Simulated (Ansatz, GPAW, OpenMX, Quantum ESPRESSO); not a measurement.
# MnS: programs and potentials compared

```xyz
2
Lattice="0.0000 2.4735 2.4735 2.4735 0.0000 2.4735 2.4735 2.4735 0.0000" Properties=species:S:1:pos:R:3 pbc="T T T"
Mn    0.0000    0.0000    0.0000
S     3.7102    3.7102    3.7102
```

The cell is a database's computed one, not the measured one.

Alike in all runs: task band structure; functional LDA; k mesh 9 × 9 × 9; occupations fermi-dirac, width 0.05 eV; collinear spin, ferromagnetic start; no spin-orbit coupling. LDA stands for any of its common fits. Pressure is positive in compression and, in plane waves, holds the error of the finite cutoff.

| program and potentials | plane-wave cutoff (eV) | notes | pressure (GPa) | net moment per atom (μB) |
| --- | --- | --- | --- | --- |
| Quantum ESPRESSO, GBRV 1.5 LDA | 612 | - | -6.96 | 0.05 |
| OpenMX, OpenMX 2013 LDA set, Mn6.0-s3p2d2, S7.0-s2p2d1f1, grid cutoff 400 Ry | - | atomic basis | -4.88 | 0.09 |
| GPAW, the program's PAW data sets (release 1.2.1) made for this functional | 600 | - | -7.24 | 0.06 |
| Ansatz, all-electron LAPW, scalar-relativistic | - | - | -6.93 | 0.07 |

The pressure spans -7.24 (GPAW, the program's PAW data sets (release 1.2.1) made for this functional) to -4.88 GPa (OpenMX, OpenMX 2013 LDA set, Mn6.0-s3p2d2, S7.0-s2p2d1f1, grid cutoff 400 Ry), with all-electron results at -6.93. The net moment per atom spans 0.05 (Quantum ESPRESSO, GBRV 1.5 LDA) to 0.09 μB (OpenMX, OpenMX 2013 LDA set, Mn6.0-s3p2d2, S7.0-s2p2d1f1, grid cutoff 400 Ry), with all-electron results at 0.07. The state is the one that the start led to, which needn't be the lowest. The pressure on the cell as given of OpenMX, OpenMX 2013 LDA set, Mn6.0-s3p2d2, S7.0-s2p2d1f1, grid cutoff 400 Ry lies far from the others; the cause wasn't traced. Rows in atomic bases carry the error of their basis and grid, which can be large.

The functional is the same throughout but for its coding, so the spread measures potentials, basis and numerics; runs on potential files found faulty are left out.
